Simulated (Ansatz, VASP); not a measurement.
Two plane-wave programs on Sn

File INCAR:

```
PREC     = Accurate       # precision mode
ENCUT    = 520            # plane-wave cutoff, eV
EDIFF    = 1E-6           # SCF threshold, eV
ISMEAR   = -1             # smearing method
SIGMA    = 0.1            # smearing width, eV
LREAL    = False          # projectors in reciprocal space
LASPH    = True           # aspherical terms in the spheres
NELM     = 80             # most SCF steps
ALGO     = Normal         # electronic algorithm
ISIF     = 2              # what is computed and relaxed
LWAVE    = False          # write WAVECAR
LCHARG   = False          # write CHGCAR
GGA      = B5             # functional
ALDAX    = 1.0          
AGGAX    = 1.0          
AGGAC    = 1.0          
ALDAC    = 0.0          
NBANDS   = 13             # bands
```

File KPOINTS:

```
Automatic mesh
0
Gamma
  12 12 12
```

File POSCAR:

```
Sn
1.0
    0.0000000000      2.4898684577      2.4898684577
    2.4898684577      0.0000000000      2.4898684577
    2.4898684577      2.4898684577      0.0000000000
Sn
1
Direct
    0.0000000000      0.0000000000      0.0000000000
```

Input for Ansatz:

```yaml
crystal:
  lattice:
    - [0.0, 2.4898684577, 2.4898684577]
    - [2.4898684577, 0.0, 2.4898684577]
    - [2.4898684577, 2.4898684577, 0.0]
  atoms:
    - { symbol: Sn, position: [0.0, 0.0, 0.0] }
hamiltonian:
  xc: blyp
  pseudopotentials:
    kind: paw
    azcp:
      Sn: "pseudopotentials/Sn.paw.azcp"
basis:
  ecutwfc: 420
  fft_grid_basis: typed
kpoints:
  mp_grid: { grid: [12, 12, 12], shift: [0, 0, 0] }
magnetization:
  spin_polarized: false
scf:
  occupations: { method: fermi_dirac, width: 0.1 }
  lower_state_search: "off"
output:
  stress: true
  write_density: true
  write_potential: true
  elf: true
  volumetric_format: npy
```

Alike in both runs: task single point; functional BLYP; k mesh 12 × 12 × 12; occupations fermi-dirac, width 0.1 eV; no spin polarisation.

```csv
,VASP,Ansatz
version,VASP 6.6.1,Ansatz 0.2.0
potentials or method,"VASP PAW PBE potentials, release 64 (Sn_d)","plane waves (420 eV) with PAW, scalar-relativistic"
plane-wave cutoff (eV),520,420
valence electrons in the cell,14,14
```

|  | VASP | Ansatz | Ansatz less VASP |
| --- | --- | --- | --- |
| pressure (GPa) | 0.1 | 0.2 | +0.05 |

With one functional, cell and mesh, what is left measures potentials, basis and numerics.

Caveats: the PAW data sets were made with another functional, which shifts forces and pressure a little (VASP).
